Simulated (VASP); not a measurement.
Runs of VASP 6.6.1 on GaN. It takes space group F-43m (No. 216, cubic). Conventional cell: a = 4.500 Å, b = 4.500 Å, c = 4.500 Å, α = 90.00°, β = 90.00°, γ = 90.00°. Ga (site symmetry -43m) has 4 N at 1.95 Å as nearest neighbours. N (site symmetry -43m) has 4 Ga at 1.95 Å as nearest neighbours. The cell was built by a generator and needn't be a form met in nature.

```csv
level,potentials or basis,gap on the mesh (eV),pressure (GPa)
SCAN,"VASP PAW PBE potentials, release 64 (Ga_d, N)",(b),-0.2
PBEsol,"VASP PAW PBE potentials, release 64 (Ga_d, N)",1.71,-0.5
r2SCAN,"VASP PAW PBE potentials, release 64 (Ga_d, N)",2.15,0.8
LDA,"VASP PAW LDA potentials, release 64 (Ga_d, N)",1.78,-4.7
TB-mBJ,"VASP PAW PBE potentials, release 64 (Ga_d, N)",(a),-
```

Alike in all rows: task single point; no spin polarisation; cell as given; k mesh 8 × 8 × 8; cutoff (eV) 520; smearing fermi-dirac 0.05 eV.

Q: Estimate the missing entries.

A: (a) 2.89; (b) 2.05.

Caveats: the PAW data sets were made with another functional, which shifts forces and pressure a little (some runs).

A k mesh can miss the band edges, and the runs leave out spin-orbit coupling on Ga.

Runs at the PBE level aren't shown here.
